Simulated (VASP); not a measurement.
Set up this calculation in VASP 6.6.1, as the native input.

| Property | Result |
| --- | --- |
| Task | relaxation of cell and atoms |
| Functional | LDA |
| Potentials or basis | VASP PAW LDA potentials, release 64 (Cd, O) |
| Cutoff | 600 eV |
| k mesh | 16 × 16 × 16 |
| Occupations | gaussian, width 0.1 eV |
| Spin | no spin polarisation |
| Further INCAR settings | ALGO = Normal; EDIFF = 1e-07; IBRION = 2; EDIFFG = -0.005; NSW = 90; ISIF = 3 |

The structure of CdO lies in POSCAR:

```
CdO
1.0
    0.0000000000      2.3609927700      2.3609927700
    2.3609927700      0.0000000000      2.3609927700
    2.3609927700      2.3609927700      0.0000000000
Cd O
1 1
Direct
    0.0000000000      0.0000000000      0.0000000000
    0.5000000000      0.5000000000      0.5000000000
```

The cell is a database's computed one.

These files were run (other wordings do the same):

INCAR

```
SYSTEM = CdO
ALGO = Normal
EDIFF = 1E-7
EDIFFG = -0.005
ENCUT = 600
GGA = CA
IBRION = 2
ISIF = 3
ISMEAR = 0
LASPH = .True.
LCHARG = .False.
LREAL = .False.
LWAVE = .False.
NELM = 100
NSW = 90
PREC = Accurate
SIGMA = 0.1
```

KPOINTS

```
k-points
0
Gamma
  16 16 16
  0 0 0
```

Potentials or basis: VASP PAW LDA potentials, release 64 (Cd, O).

Run with:

```console
$ cat potpaw_LDA.64/Cd/POTCAR potpaw_LDA.64/O/POTCAR > POTCAR
$ mpirun -np 1 vasp_std > vasp.out
```

Results of the run:

```yaml
Relaxed_volume: 12.59 Å³/atom
Relaxed_cell: a = 3.290 Å, b = 3.290 Å, c = 3.290 Å, α = 60.00°, β = 60.00°, γ = 60.00°
Space_group_after_relaxing_to_0.05_Å: Fm-3m (No. 225)
Energy_gained_by_relaxing: 12.3 meV/atom
Ionic_steps: 3
Pressure_after_relaxing: 0.0 GPa
Band_gap_on_the_k_mesh: none (metal or under the smearing width)
```

Caveat: this crystal is a semiconductor, whose small gap the functional closes, so the metal is an error of the method.

Wall time 68 s on 1 thread of Intel(R) Xeon(R) Platinum 8488C (Sapphire Rapids) (shared host), peak memory 0.2 GiB.
